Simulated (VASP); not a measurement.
KBr (strained CsCl), r²SCAN single-point calculation: VASP's output and Ansatz's

POSCAR

```
K  Br
 1.0000000000000000
     3.9627360450000002    0.0000000000000000    0.0000000000000000
     0.0000000000000000    3.9627360450000002    0.0000000000000000
     0.0000000000000000    0.0000000000000000    3.9627360450000002
 K   Br
   1   1
Cartesian
  0.0000000000000000  0.0000000000000000  0.0000000000000000
  1.9813680224999999  1.9813680224999999  1.9813680224999999
```

VASP ran with the recommended PBE PAW datasets (16 valence electrons in the cell).

From OUTCAR

```
k-points           NKPTS =     20   k-points in BZ     NKDIM =     20   number of bands    NBANDS=     15

   NELECT =      16.0000    total number of electrons

   dimension x,y,z NGX =    30 NGY =   30 NGZ =   30
   dimension x,y,z NGXF=    60 NGYF=   60 NGZF=   60

  energy-cutoff  :      520.00
  volume of cell :       62.23
      direct lattice vectors                 reciprocal lattice vectors
     3.962736045  0.000000000  0.000000000     0.252350898  0.000000000  0.000000000
     0.000000000  3.962736045  0.000000000     0.000000000  0.252350898  0.000000000
     0.000000000  0.000000000  3.962736045     0.000000000  0.000000000  0.252350898

 k-points in reciprocal lattice and weights: KPOINTS created by Atomic Simulation Env
   0.00000000  0.00000000  0.00000000       0.005
   0.16666667  0.00000000  0.00000000       0.028
   0.33333333  0.00000000  0.00000000       0.028
   0.50000000  0.00000000  0.00000000       0.014
   0.16666667  0.16666667  0.00000000       0.056
   0.33333333  0.16666667  0.00000000       0.111
   0.50000000  0.16666667  0.00000000       0.056
   0.33333333  0.33333333  0.00000000       0.056
   ...

 E-fermi :  -0.7722

 k-point     1 :       0.0000    0.0000    0.0000
  band No.  band energies     occupation
      1     -30.5707      2.00000
      2     -14.1879      2.00000
      3     -13.2216      2.00000
      4     -13.2216      2.00000
      5     -13.2216      2.00000
      6      -1.1203      2.00000
      7      -1.1203      2.00000
      8      -1.1203      2.00000
      9       3.9717      0.00000
     10       5.4978      0.00000
     11       5.4978      0.00000
     12       9.7371      0.00000
     13       9.7371      0.00000
     14       9.7371      0.00000
     15      12.4596      0.00000

 k-point     2 :       0.1667    0.0000    0.0000
  band No.  band energies     occupation
      1     -30.5675      2.00000
      2     -14.2313      2.00000
      3     -13.2156      2.00000
      4     -13.2156      2.00000
      5     -13.1691      2.00000
      6      -1.7006      2.00000
      7      -1.1146      2.00000
      8      -1.1146      2.00000
      9       4.6093      0.00000
     10       5.7257      0.00000
     11       6.1413      0.00000
     12       9.6569      0.00000
     13       9.6569      0.00000
     14       9.8663      0.00000
     15      11.4300      0.00000

 k-point     3 :       0.3333    0.0000    0.0000
  band No.  band energies     occupation
      1     -30.5611      2.00000
      2     -14.3151      2.00000
      3     -13.2036      2.00000
      4     -13.2036      2.00000
      5     -13.0624      2.00000
      6      -2.5904      2.00000
      7      -1.1038      2.00000
      8      -1.1038      2.00000
      9       5.8066      0.00000
     10       6.3606      0.00000
     11       7.4325      0.00000
     12       9.6532      0.00000
     13       9.6532      0.00000
     14       9.7376      0.00000
     15      10.1665      0.00000

 k-point     4 :       0.5000    0.0000    0.0000
  band No.  band energies     occupation
      1     -30.5579      2.00000
      2     -14.3558      2.00000
      3     -13.1976      2.00000
      4     -13.1976      2.00000
      5     -13.0078      2.00000
      6      -2.9608      2.00000
      7      -1.0988      2.00000
      8      -1.0988      2.00000
      9       6.6100      0.00000
     10       6.9373      0.00000
     11       7.8914      0.00000
     12       8.7576      0.00000
     13       9.8171      0.00000
     14       9.8171      0.00000
     15      10.3471      0.00000

 k-point     5 :       0.1667    0.1667    0.0000
  band No.  band energies     occupation
      1     -30.5644      2.00000
      2     -14.2347      2.00000
      3     -13.2638      2.00000
      4     -13.2100      2.00000
      5     -13.1124      2.00000
      6      -1.7646      2.00000
      7      -1.5148      2.00000
      8      -1.0951      2.00000
      9       5.1340      0.00000
     10       6.0894      0.00000
     11       6.5148      0.00000
     12       9.1791      0.00000
     13       9.4426      0.00000
     14      10.2337      0.00000
     15      11.6145      0.00000

 k-point     6 :       0.3333    0.1667    0.0000
  band No.  band energies     occupation
      1     -30.5581      2.00000
      2     -14.2542      2.00000
      3     -13.2675      2.00000
      4     -13.1988      2.00000
      5     -13.0756      2.00000
      6      -2.4832      2.00000
      7      -1.5120      2.00000
      8      -1.0562      2.00000
      9       6.0686      0.00000
     10       6.4725      0.00000
     11       7.5898      0.00000
     12       8.9302      0.00000
     13       9.2320      0.00000
     14       9.9065      0.00000
     15      10.5848      0.00000

 ...

  Total        0.0727588      0.0727588      0.0727588     -0.0000000     -0.0000000      0.0000000
  in kB        1.8733137      1.8733137      1.8733137     -0.0000000     -0.0000000      0.0000000
  external PRESSURE =       1.8733137 kB  Pullay stress =       0.0000000 kB

 POSITION                                       TOTAL-FORCE (eV/Angst)
 -----------------------------------------------------------------------------------
      0.00000      0.00000      0.00000         0.000000      0.000000      0.000000
      1.98137      1.98137      1.98137         0.000000      0.000000      0.000000
 -----------------------------------------------------------------------------------
    total drift:                                0.000000      0.000000     -0.000000

  FREE ENERGIE OF THE ION-ELECTRON SYSTEM (eV)
  ---------------------------------------------------
  free  energy   TOTEN  =       -23.1432174253 eV

  energy  without entropy=      -23.1432174253  energy(sigma->0) =      -23.14321743
```

Datasets and cutoffs are each program's own. VASP's cell holds 16 valence electrons and Ansatz's 16. Ansatz's stress includes a Pulay correction; VASP's doesn't.

Problem. What does Ansatz give for the same cell and level of theory?

Solution. gap between bands v and c 4.80 eV; least direct gap 5.09 eV; pressure 0.2 GPa.

Ansatz printed

```
SCF 1 converged in 6 iterations: F = -4339.208060 eV  dr2 = 1.69e-10
  greatest PAW one-centre occupation: 0.989 electrons in one spin orbital (limit 2), on the K atom at site 0 (counted from 0), in its partial waves of l = 0
NSCF: frozen V_eff on 4 k-points
SCF converged after 6 iterations
Free energy (F): -4339.208060 eV
Harris-Foulkes:  -4339.208060 eV  (|F-HF|=1.66e-10)
Internal energy: -4339.208060 eV  (E = F + TS)
E sigma→0 (E₀):  -4339.208060 eV
Fermi energy:    2.413067 eV
--- Per-component energies (eV) ---
  E_band       = -127.123233
  E_kinetic    = 389.002000
  E_local      = -747.897535  (includes V_loc(G=0)·N_el)
  E_nonlocal   = 82.419651
  E_hartree    = 235.227346
  E_xc         = -385.894313
  E_vxc        = -302.427605  (∫ρ·V_xc dr)
  E_paw        = -3057.971538  (= ΣΔE_a)
  E_vpaw       = -35.677469  (= ΣTr[D̂ρ^β])
  E_aug_tail   = -0.000002  (compensation charges beyond the density's cutoff)
  E_vtau       = 17.003131  (kinetic-family band-sum trace: ∫τ·v_τ [+ j·A + Jᵃ·Aᵃ] dr)
  E_ewald      = -853.739290
  E_core_change = -0.354379  (= ΣΔE_core)
  E_smearing   = -0.000000  (= −TS)
  E_closure    = 0.000000  (closes the sum)
  Σ components = -4339.208060   (vs F -4339.208060, Δ=0.00e0)
--- Forces (eV/Å), atoms counted from 1 ---
  atom   1  K     -0.00000000    -0.00000000    -0.00000000
  atom   2  Br     0.00000000    -0.00000000    -0.00000000
  max |Σ_I F_I| component: 1.23e-29 eV/Å
--- Stress (GPa, compression-positive) ---
        0.192635      -0.000000       0.000000
       -0.000000       0.192635       0.000000
        0.000000       0.000000       0.192635
  P = ⅓ Tr σ = 0.1926 GPa (1.926 kbar)
--- Band table (eV; the first three rows and the last of 20) ---
  k-point 0: bands = ["-27.2498", "-10.9253", "-9.9001", "-9.9001", "-9.9001", "2.1305", "2.1305", "2.1305", "7.2178", "8.7468", "8.7468", "12.9426"]
  k-point 1: bands = ["-27.2466", "-10.9654", "-9.8940", "-9.8940", "-9.8514", "1.5490", "2.1359", "2.1359", "7.8555", "8.9745", "9.3902", "12.8655"]
  k-point 2: bands = ["-27.2401", "-11.0441", "-9.8818", "-9.8818", "-9.7505", "0.6575", "2.1461", "2.1461", "9.0513", "9.6090", "10.6783", "12.8628"]
  k-point 19: bands = ["-27.2135", "-10.4676", "-10.0292", "-10.0292", "-10.0292", "0.8208", "0.8208", "0.8208", "10.5662", "10.5662", "10.5662", "12.8364"]
```
